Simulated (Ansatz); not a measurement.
Input and command of a plane-wave DFT calculation in Ansatz:

```yaml
crystal:
  lattice:
    - [3.1829541699, 0.0, 0.0]
    - [-1.591477085, 2.7565191702, 0.0]
    - [0.0, 0.0, 28.53221786]
  atoms:
    - { symbol: W, position: [0.6666666667, 0.3333333333, 0.65928643] }
    - { symbol: W, position: [0.3333333333, 0.6666666667, 0.88553378] }
    - { symbol: W, position: [0.3333333333, 0.6666666667, 0.43436168] }
    - { symbol: S, position: [0.6666666667, 0.3333333333, 0.94018573] }
    - { symbol: S, position: [0.6666666667, 0.3333333333, 0.48903042] }
    - { symbol: S, position: [0.3333333333, 0.6666666667, 0.71395221] }
    - { symbol: S, position: [0.6666666667, 0.3333333333, 0.83084828] }
    - { symbol: S, position: [0.6666666667, 0.3333333333, 0.37971025] }
    - { symbol: S, position: [0.3333333333, 0.6666666667, 0.60462521] }
basis:
  ecutwfc: 420
kpoints:
  mp_grid: { grid: [1, 1, 1] }
hamiltonian:
  xc: pbesol
scf:
  occupations: { method: gaussian, width: 0.02 }
output:
  forces: true
  stress: true
  eigenvalues: true
```

```bash
ansatz run input.yaml --threads 2 --pin off --max-ram 5120MiB --backend cpu --events-out ev --progress --plain --runs-dir out
```

Processor: Intel(R) Xeon(R) Processor @ 2.70GHz, 2 threads, on a host shared with other jobs.

Question: How long does it run, and how much memory does it take?

Answer: About 2.8 s on 2 threads of Intel(R) Xeon(R) Processor @ 2.70GHz, on a shared host, peak memory 0.4 GiB. It solves 48 bands at 1 k points (the mesh reduced by the symmetry that the task leaves, which can be less than the crystal's) with about 4931 plane waves, in 15 SCF iterations.
